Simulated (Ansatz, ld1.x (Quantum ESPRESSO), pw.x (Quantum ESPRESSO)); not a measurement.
## osmium (Os): one change to the TM potential, in the atom and in the sc crystal

```json
{"Element": "osmium", "Generator": "ld1.x (Quantum ESPRESSO) 7.5", "Type": "norm-conserving Troullier–Martins (Kleinman–Bylander form)", "Functional": "PBE", "Relativity": "scalar-relativistic", "Frozen core": "[Xe] 4f14", "Valence charge": "8", "Reference configuration": "5d6 6s1 6p1", "Partial waves": "6s (bound): rc 1.80 bohr; 6p (bound): rc 2.45 bohr; 5d (bound): rc 1.55 bohr", "Local potential": "all-electron potential smoothed inside 2.10 bohr (lloc = -2)", "Core correction": "a·sin(br)/r model core inside 1.60 bohr"}
```

Change: all radii but the core radius scaled by about 1.24 (s 2.24, p 3.04, d 1.92 bohr); local potential all-electron potential smoothed inside 2.60 bohr (lloc = -2).

Cutoffs, loose and tight: the cutoffs (Ry, on a coarse ladder) from which the occupation-weighted sum of valence levels, in a spherical-Bessel basis at the reference potential, stays within 10 and 1 mRy of its value at 400 Ry. They do not see the model core or the augmentation charge, which bear on the density cutoff. Test errors are all-electron minus pseudo excitation energies from the reference, over the configurations 5d6 6s2 6p0; 5d6 6s1 6p0; 5d6 6s0 6p0; 5d5 6s2 6p0; 5d7 6s1 6p0; 5d7 6s0 6p0; 5d6 6s1.5 6p0; variants that change the core or the reference have their own tests.

Crystal test: sc Os in pw.x 7.5, no spin, 13³ k-points, Fermi–Dirac smearing 0.01 Ry, cutoffs set for each file from its atomic test. The reference is all-electron LAPW (Ansatz 0.2.0) with the same functional, mesh and smearing; V0 and B0 come from Birch–Murnaghan fits to the pressures at five volumes. Errors are pseudo minus all-electron; Δ is the rms difference of the E(V) curves that follow from these fits, minima aligned, over ±6 % about the mean V0. Mesh and smearing are coarse, so the numbers serve the comparison and aren't converged zero-temperature values; the lattice is a test structure that the element need not adopt.

All-electron: a0 = 2.558 Å (V0 = 16.75 Å³/atom), B0 = 267.5 GPa.

**Question.** Does the change bring the crystal closer to the all-electron result?

**Answer.** The mean pressure error goes from -3.36 to +4.86 GPa, so the change moves the solid further from the all-electron pressures. The B0 error goes the other way, from +1.6 to -1.4 %.

```tsv
quantity	base	changed
outcome (atom)	generated	generated
cutoff, loose (atom)	35 Ry	35 Ry
cutoff, tight (atom)	70 Ry	45 Ry
bound ghosts (atom)	none	none
largest test error (meV) (atom)	-75	-119
cutoffs in pw.x (Ry)	85/340	55/220
a0 (Å)	2.548	2.573
a0 error (%)	-0.42	+0.58
B0 error (%)	+1.6	-1.4
Δ (meV/atom)	12.4	17.2
mean pressure error (GPa)	-3.36	+4.86
```

Base: The logarithmic derivative shows an extra or strongly shifted pseudo pole above the reference energy (p near 1.44 Ry). Changed file: The largest radius (3.04 bohr) exceeds half the bond length (2.42 bohr), so the spheres overlap, which is one possible source of error among others. This is a poor potential for the solid.
